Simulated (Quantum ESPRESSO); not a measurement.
Al in Quantum ESPRESSO: the effect of functional

Al:

```
Al
1.0
     0.00000    2.02481    2.02481
     2.02481    0.00000    2.02481
     2.02481    2.02481    0.00000
Al
1
Direct
  0.00000 0.00000 0.00000
```

Alike in all runs:

* Program: Quantum ESPRESSO 7.5
* Task: phonons
* Cutoff: 612 eV
* Density cutoff: 4898 eV
* k mesh: 11 × 11 × 11
* Occupations: cold, width 0.2 eV
* Spin: no spin polarisation

Each run relaxes the cell or the atoms first.

```tsv
functional	potentials or basis	relaxed volume (Å³/atom)	highest phonon frequency (cm⁻¹)
LDA	GBRV 1.5 LDA	15.83	292
PBE	GBRV 1.5 PBE	16.52	284
PBEsol	GBRV 1.5 PBEsol	?	?
PW91	GBRV 1.5 PBE	16.60	275
AM05	GBRV 1.5 PBE	16.11	302
WC	GBRV 1.5 PBE	16.26	288
vdW-DF-cx	GBRV 1.5 PBE	16.34	288
```

Q: What does the run with functional PBEsol give?

A: Relaxed volume 16.19 Å³/atom; highest phonon frequency 292 cm⁻¹.

Caveats: the q point doesn't lie on the k mesh, which can shift a metal's frequencies strongly unless the mesh is converged; the potentials were made for another functional, which shifts forces and pressure (some runs); the relaxation stopped at its first step, so nothing moved (some runs).
